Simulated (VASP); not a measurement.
The system is ZnF2.

```xyz
6
Lattice="4.7183 0.0000 0.0000 0.0000 4.7183 0.0000 0.0000 0.0000 3.1387" Properties=species:S:1:pos:R:3 pbc="T T T"
Zn    0.0000    0.0000    0.0000
Zn    2.3591    2.3591    1.5694
F     1.4331    1.4331    0.0000
F     0.9261    3.7922    1.5694
F     3.2852    3.2852    0.0000
F     3.7922    0.9261    1.5694
```

Base run:

| Property | Result |
| --- | --- |
| Program | VASP 6.6.1 |
| Functional | PBEsol |
| Potentials or basis | VASP PAW PBE potentials, release 64 (Zn, F) |
| Cutoff | 520 eV |
| k mesh | 8 × 8 × 12 |
| Occupations | gaussian, width 0.02 eV |
| Spin | no spin polarisation |

Its results: band gap on the k mesh 3.35 eV, direct; pressure 0.1 GPa.

The run is repeated on the same cell with these changes: potentials or basis from VASP PAW PBE potentials, release 64 (Zn, F) to VASP PAW PBE potentials, release 64 (Zn, F_h); cutoff from 520 eV to 900 eV; k mesh from 8 × 8 × 12 to 6 × 6 × 8. What comes out?

Band gap on the k mesh 3.35 eV, direct; pressure -0.5 GPa.

Caveats: the PAW data sets were made with another functional, which shifts forces and pressure a little; the cutoff is under 1.25 times the usual one of these potentials, so pressure, stress and relaxed cells hold a basis-set (Pulay) error (some runs).

A k mesh can miss the band edges.
